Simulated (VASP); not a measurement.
**A VASP 6.6.1 relaxation on TePb**

INCAR

```
ISMEAR = -1
GGA = PE
LREAL = .FALSE.
EDIFF = 1E-7
ISIF = 3
EDIFFG = -5E-3
SIGMA = 0.02
NSW = 40
PREC = Accurate
IBRION = 1
ENCUT = 600
LASPH = .TRUE.
LWAVE = .FALSE.
LCHARG = .FALSE.
NELM = 81
NBANDS = 17
```

KPOINTS

```
KPOINTS created by Atomic Simulation Environment
0
Gamma
6 6 6
0 0 0
```

POSCAR

```
Pb Te
 1.0000000000000000
     0.0000000000000000    3.0166510000000000    3.0166510000000000
     3.0166510000000000    0.0000000000000000    3.0166510000000000
     3.0166510000000000    3.0166510000000000    0.0000000000000000
 Pb  Te
   1   1
Cartesian
  0.0000000000000000  0.0000000000000000  0.0000000000000000
  3.0166510000000000  3.0166510000000000  3.0166510000000000
```

The recommended PBE PAW datasets give the neutral cell 20 valence electrons.

Command

```
mpirun -np 1 vasp_std
```

OSZICAR

```
N       E                     dE             d eps       ncg     rms          rms(c)
DAV:   1     0.160642517410E+03    0.16064E+03   -0.10043E+04   552   0.132E+03
DAV:   2     0.387530582710E+01   -0.15677E+03   -0.15124E+03   562   0.323E+02
DAV:   3    -0.658948884853E+01   -0.10465E+02   -0.10347E+02   696   0.881E+01
DAV:   4    -0.688562746384E+01   -0.29614E+00   -0.29592E+00   696   0.152E+01
DAV:   5    -0.689575707143E+01   -0.10130E-01   -0.10129E-01   758   0.271E+00    0.593E+00
DAV:   6    -0.683197068990E+01    0.63786E-01   -0.11406E-01   786   0.299E+00    0.372E+00
DAV:   7    -0.682799326564E+01    0.39774E-02   -0.67608E-02   752   0.159E+00    0.746E-01
DAV:   8    -0.682743290763E+01    0.56036E-03   -0.91345E-03   669   0.957E-01    0.257E-01
DAV:   9    -0.682758776748E+01   -0.15486E-03   -0.53496E-04   726   0.216E-01    0.356E-02
DAV:  10    -0.682758794398E+01   -0.17650E-06   -0.19175E-05   711   0.444E-02    0.134E-02
...
       N       E                     dE             d eps       ncg     rms          rms(c)
DAV:   1    -0.753460187593E+01   -0.14494E-01   -0.42658E-01   685   0.993E+00    0.625E-01
DAV:   2    -0.752282127212E+01    0.11781E-01   -0.22277E-02   693   0.232E+00    0.234E-01
DAV:   3    -0.752070601132E+01    0.21153E-02   -0.87106E-03   691   0.132E+00    0.458E-02
DAV:   4    -0.752070904071E+01   -0.30294E-05   -0.14671E-04   552   0.114E-01    0.341E-02
DAV:   5    -0.752070304992E+01    0.59908E-05   -0.40731E-05   671   0.577E-02    0.919E-03
DAV:   6    -0.752070258489E+01    0.46502E-06   -0.39207E-06   732   0.297E-02    0.348E-03
DAV:   7    -0.752070351816E+01   -0.93327E-06   -0.25273E-07   559   0.559E-03    0.523E-04
DAV:   8    -0.752070344648E+01    0.71682E-07   -0.59521E-09   283   0.682E-04
   5 F= -.75207034E+01 E0= -.75207034E+01  d E =-.595189E-03
```

From OUTCAR

```
k-points           NKPTS =     16   k-points in BZ     NKDIM =     16   number of bands    NBANDS=     17

   NELECT =      20.0000    total number of electrons

   dimension x,y,z NGX =    36 NGY =   36 NGZ =   36
   dimension x,y,z NGXF=    72 NGYF=   72 NGZF=   72

  energy-cutoff  :      600.00
  volume of cell :       70.85
      direct lattice vectors                 reciprocal lattice vectors
    -0.000000000  3.284184081  3.284184081    -0.152244816  0.152244816  0.152244816
     3.284184081 -0.000000000  3.284184081     0.152244816 -0.152244816  0.152244816
     3.284184081  3.284184081  0.000000000     0.152244816  0.152244816 -0.152244816

 k-points in reciprocal lattice and weights: KPOINTS created by Atomic Simulation Env
   0.00000000  0.00000000  0.00000000       0.005
   0.16666667  0.00000000  0.00000000       0.037
   0.33333333  0.00000000  0.00000000       0.037
   0.50000000  0.00000000  0.00000000       0.019
   0.16666667  0.16666667  0.00000000       0.028
   0.33333333  0.16666667  0.00000000       0.111
   0.50000000  0.16666667  0.00000000       0.111
  -0.33333333  0.16666667  0.00000000       0.111
   ...

 E-fermi :   5.4106

 k-point     1 :       0.0000    0.0000    0.0000
  band No.  band energies     occupation
      1     -11.6441      2.00000
      2     -11.6441      2.00000
      3     -11.6384      2.00000
      4     -11.6384      2.00000
      5     -11.6384      2.00000
      6      -6.6173      2.00000
      7      -0.7096      2.00000
      8       3.8432      2.00000
      9       3.8432      2.00000
     10       3.8432      2.00000
     11       9.0264      0.00000
     12       9.0264      0.00000
     13       9.0264      0.00000
     14      10.9136      0.00000
     15      10.9136      0.00000
     16      10.9136      0.00000
     17      12.5412      0.00000

 k-point     2 :       0.1667    0.0000    0.0000
  band No.  band energies     occupation
      1     -11.6467      2.00000
      2     -11.6467      2.00000
      3     -11.6378      2.00000
      4     -11.6352      2.00000
      5     -11.6352      2.00000
      6      -6.3974      2.00000
      7      -1.3310      2.00000
      8       3.9106      2.00000
      9       3.9106      2.00000
     10       4.1570      2.00000
     11       7.9025      0.00000
     12       8.1574      0.00000
     13       8.1574      0.00000
     14      10.7803      0.00000
     15      11.4009      0.00000
     16      11.4009      0.00000
     17      13.8857      0.00000

 k-point     3 :       0.3333    0.0000    0.0000
  band No.  band energies     occupation
      1     -11.6528      2.00000
      2     -11.6528      2.00000
      3     -11.6366      2.00000
      4     -11.6278      2.00000
      5     -11.6278      2.00000
      6      -5.8027      2.00000
      7      -2.5677      2.00000
      8       4.1100      2.00000
      9       4.1100      2.00000
     10       4.6612      2.00000
     11       6.5154      0.00000
     12       6.9408      0.00000
     13       6.9408      0.00000
     14      11.6608      0.00000
     15      12.7166      0.00000
     16      12.7166      0.00000
     17      15.7585      0.00000

 ...

  Total       -0.0087824     -0.0087824     -0.0087824     -0.0000000     -0.0000000     -0.0000000
  in kB       -0.1986154     -0.1986154     -0.1986154     -0.0000000     -0.0000000     -0.0000000
  external PRESSURE =      -0.1986154 kB  Pullay stress =       0.0000000 kB

 POSITION                                       TOTAL-FORCE (eV/Angst)
 -----------------------------------------------------------------------------------
      0.00000     -0.00000     -0.00000        -0.000000     -0.000000     -0.000000
      3.28418      3.28418      3.28418         0.000000      0.000000      0.000000
 -----------------------------------------------------------------------------------
    total drift:                               -0.000000      0.000000      0.000000

  FREE ENERGIE OF THE ION-ELECTRON SYSTEM (eV)
  ---------------------------------------------------
  free  energy   TOTEN  =        -7.5207034465 eV

  energy  without entropy=       -7.5207034464  energy(sigma->0) =       -7.52070345
```

| ionic step | ΔE (meV/atom) | volume (Å³) | largest force (eV/Å) | pressure (GPa) | electronic steps |
| --- | --- | --- | --- | --- | --- |
| 1 | 0.0 | 54.90 | 0.000 | 17.69 | 16 |
| 2 | -256.6 | 82.68 | 0.000 | -4.19 | 11 |
| 3 | -339.4 | 73.83 | 0.000 | -1.47 | 11 |
| 4 | -346.3 | 70.22 | 0.000 | 0.33 | 9 |
| 5 | -346.6 | 70.85 | 0.000 | -0.02 | 8 |

It converged. Results: relaxed cell vector lengths 4.645, 4.645, 4.645 Å; relaxed cell volume 70.85 Å³.

 The volume moved far on the plane waves of the start cell, so a restart from CONTCAR is due.

For comparison, a separate PBE relaxation on usual settings, not on those above, ends at 70.87 Å³.

The run above took about 75 s on one core of a shared host (Intel Xeon Platinum 8488C) and held 0.23 GiB at most.
